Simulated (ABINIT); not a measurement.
# InP (F-43m) in ABINIT: notebook, part 2 of 2

ABINIT 10.8.3 (patched build). Earlier steps stand in the parts before.

## 4. Single point, r2SCAN

run.abi reads:

```
# Pseudopotentials
pp_dirpath "./"
pseudos "In.upf, P.upf"

# Structure
acell 3*1.0
rprim
     0.0000000000     5.5378424082     5.5378424082
     5.5378424082     0.0000000000     5.5378424082
     5.5378424082     5.5378424082     0.0000000000
ntypat 2
znucl 49 15
natom 2
typat 1 2
xred
     0.0000000000     0.0000000000     0.0000000000
     0.7500000000     0.7500000000     0.7500000000

# Plane-wave basis
ecut 54.0

# k points
kptopt 1
ngkpt 8 8 8
nshiftk 1
shiftk 0.0 0.0 0.0

# Exchange and correlation
ixc -497498
usekden 1
nc_xccc_gspace 1
boxcutmin 3.0

# Bands and occupations
nband 13
occopt 3
tsmear 0.05 eV

# SCF cycle
nstep 100
tolvrs 1.0e-9

# Output
iomode 3
prtwf 0
prtden 0
prteig 0
prtebands 0
```

Potentials or basis: Ansatz NC r2SCAN.

On the command line:

```console
$ mpirun --bind-to none -np 4 abinit run.abi > log 2>&1
```

run.abo:

```text
[... set-up lines left out ...]
 ETOT  1  -56.920905044662    -5.692E+01 1.796E+00 3.299E+05
 ETOT  2  -70.749035119577    -1.383E+01 3.834E+00 3.186E+05
 ETOT  3  -74.827652715727    -4.079E+00 7.090E-01 1.032E+05
 ETOT  4  -76.456992215078    -1.629E+00 8.985E-02 2.862E+04
 ETOT  5  -76.634861860222    -1.779E-01 3.616E-02 2.108E+04
 ETOT  6  -76.751497798240    -1.166E-01 3.454E-02 1.538E+04
 ETOT  7  -76.923762707541    -1.723E-01 8.400E-03 6.564E+03
 ETOT  8  -76.960473890148    -3.671E-02 7.769E-03 4.853E+03
 ETOT  9  -77.003740008014    -4.327E-02 2.432E-03 2.610E+03
 ETOT 10  -77.056410026882    -5.267E-02 3.934E-03 1.593E+01
 ETOT 11  -77.056819850053    -4.098E-04 2.129E-03 2.664E+01
 ETOT 12  -77.056980537846    -1.607E-04 2.587E-03 7.605E+00
 ETOT 13  -77.057015210691    -3.467E-05 1.229E-03 1.667E+00
 ETOT 14  -77.057040400641    -2.519E-05 1.121E-03 3.809E-01
 ETOT 15  -77.057046624271    -6.224E-06 6.500E-04 4.553E-02
 ETOT 16  -77.057047319413    -6.951E-07 6.772E-04 2.468E-03
 ETOT 17  -77.057047365779    -4.637E-08 4.193E-04 3.960E-05
 ETOT 18  -77.057047367661    -1.881E-09 4.321E-04 5.867E-06
 ETOT 19  -77.057047368066    -4.049E-10 1.066E-03 2.051E-07
 ETOT 20  -77.057047368156    -9.015E-11 4.718E-04 1.187E-08
 ETOT 21  -77.057047368184    -2.777E-11 8.203E-04 9.377E-09
 ETOT 22  -77.057047368183     5.826E-13 4.688E-04 4.374E-10

 At SCF step   22       vres2   =  4.37E-10 < tolvrs=  1.00E-09 =>converged.

Result for kinetic energy density :

--------------------------------------------------------------------------------
 Total kinetic energy density [Ha/Bohr^3]
)     Maximum=    1.1617E+01  at reduced coord.    0.0250    0.0375    0.9375
)     Minimum=    9.7237E-04  at reduced coord.    0.2500    0.2500    0.2500
[... 75 lines left out ...]
   1.99999    0.00003    0.00000    0.00000    0.00000
 prteigrs : prtvol=0 or 1, do not print more k-points.

--- !EnergyTerms
iteration_state     : {dtset: 1, }
comment             : Components of total free energy in Hartree
kinetic             :  4.78873214691254E+01
hartree             :  1.92484656008665E+01
xc                  : -2.54439468477818E+01
Ewald energy        : -4.48602020983076E+01
psp_core            :  1.33147559770969E+00
local_psp           : -6.43245945639737E+01
non_local_psp       : -1.08955665227294E+01
internal            : -7.70570473650908E+01
'-kT*entropy'       : -3.09230368275356E-09
total_energy        : -7.70570473681831E+01
total_energy_eV     : -2.09682907891049E+03
band_energy         : -3.56318184259283E+00
...

 Cartesian components of stress tensor (hartree/bohr^3)
  sigma(1 1)= -5.58326120E-05  sigma(3 2)=  0.00000000E+00
  sigma(2 2)= -5.58326120E-05  sigma(3 1)=  0.00000000E+00
  sigma(3 3)= -5.58326120E-05  sigma(2 1)=  0.00000000E+00

-Cartesian components of stress tensor (GPa)         [Pressure=  1.6427E+00 GPa]
- sigma(1 1)= -1.64265216E+00  sigma(3 2)=  0.00000000E+00
- sigma(2 2)= -1.64265216E+00  sigma(3 1)=  0.00000000E+00
- sigma(3 3)= -1.64265216E+00  sigma(2 1)=  0.00000000E+00

== END DATASET(S) ==============================================================
================================================================================

 -outvars: echo values of variables after computation  --------
            acell      1.0000000000E+00  1.0000000000E+00  1.0000000000E+00 Bohr
           etotal     -7.7057047368E+01
            fcart      0.0000000000E+00  0.0000000000E+00  0.0000000000E+00
                       0.0000000000E+00  0.0000000000E+00  0.0000000000E+00
            rprim      0.0000000000E+00  5.5378424082E+00  5.5378424082E+00
                       5.5378424082E+00  0.0000000000E+00  5.5378424082E+00
                       5.5378424082E+00  5.5378424082E+00  0.0000000000E+00
           strten     -5.5832611972E-05 -5.5832611972E-05 -5.5832611972E-05
                       0.0000000000E+00  0.0000000000E+00  0.0000000000E+00
           xangst      0.0000000000E+00  0.0000000000E+00  0.0000000000E+00
                       4.3957499970E+00  4.3957499970E+00  4.3957499970E+00
             xred      0.0000000000E+00  0.0000000000E+00  0.0000000000E+00
                       7.5000000000E-01  7.5000000000E-01  7.5000000000E-01
 Calculation completed.
```

Wall time 5.6 min (4 MPI ranks of AMD EPYC 9R14 (Zen 4), shared host); peak memory 1.2 GiB.

What came out:

```
Free energy                                           : -2096.8291 eV
Pressure                                              : 1.6 GPa
Band gap on the k mesh                                : 1.16 eV, direct
Valence electrons inside the program's atomic spheres : In 9.90; P 2.75
```

Caveat: spin-orbit coupling is left out, which moves the levels of the heavy elements.

## 5. Overview

| potentials or basis | cutoff (eV) | fine-grid cutoff | gap on the mesh (eV) | pressure (GPa) |
| --- | --- | --- | --- | --- |
| Ansatz PAW PBE default generated set, frozen core | 490 | 979.61 eV | 1.15 | 1.6 |
| JTH PAW PBE v2.0 | 707 | 1306.15 eV | 1.13 | 1.4 |
| Ansatz NC r2SCAN | 1469 | - | 1.16 | 1.6 |

Alike in all rows: task single point; level r2SCAN; no spin polarisation; cell as given; k mesh 8 × 8 × 8; smearing fermi-dirac 0.05 eV.

Caveats: spin-orbit coupling is left out, which moves the levels of the heavy elements; totals of a meta-GGA on PAW files have another zero than those of a GGA (some runs); the PAW data sets were made with another functional, which shifts forces and pressure a little (some runs); the atomic spheres overlap (some runs).

Total energies depend on the potentials used, so only differences within one code and one set of settings carry meaning.

## 6. Comparison with measurements

Step 2. A measured gap of InP is 1.4236 eV (direct; 1.6 K; a printed reference work, data compilation); the calculated 1.15 eV misses it by -0.27 eV. Spin-orbit coupling on In is left out. The value is that of r2SCAN, without temperature or zero-point motion.

Step 3. Measured gap of InP: 1.4236 eV (direct; 1.6 K; a printed reference work, data compilation). This calculation gives 1.13 eV (-0.29 eV). Spin-orbit coupling on In is left out. The value is that of r2SCAN, without temperature or zero-point motion.

Step 4. Against the measured gap of InP, 1.4236 eV (direct; 1.6 K; a printed reference work, data compilation), the calculated 1.16 eV is off by -0.26 eV. Spin-orbit coupling on In is left out. The value is that of r2SCAN, without temperature or zero-point motion.
